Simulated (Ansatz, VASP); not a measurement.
## Mg: VASP beside Ansatz

```xyz
2
Lattice="0.0000 3.3415 3.3415 3.3415 0.0000 3.3415 3.3415 3.3415 0.0000" Properties=species:S:1:pos:R:3 pbc="T T T"
Mg    0.8354    0.8354    0.8354
Mg    5.8476    5.8476    5.8476
```

Alike in both runs: task single point; functional PBEsol; k mesh 9 × 9 × 9; occupations fermi-dirac, width 0.1 eV; no spin polarisation.

|  | VASP | Ansatz |
| --- | --- | --- |
| version | VASP 6.6.1 | Ansatz 0.2.0 |
| potentials or method | VASP PAW PBE potentials, release 64 (Mg) | plane waves (420 eV) with PAW, scalar-relativistic |
| plane-wave cutoff (eV) | 520 | 420 |
| valence electrons in the cell | 4 | 20 |

```tsv
	VASP	Ansatz	Ansatz less VASP
pressure (GPa)	0.6	0.6	-0.01
```

The functional is the same, so the differences come from potentials, cutoffs and numerics. The two sets of potentials don't hold the same shells in valence. Ansatz warned: «pseudo_functional_mismatch».

Caveats: the PAW data sets were made with another functional, which shifts forces and pressure a little (VASP).
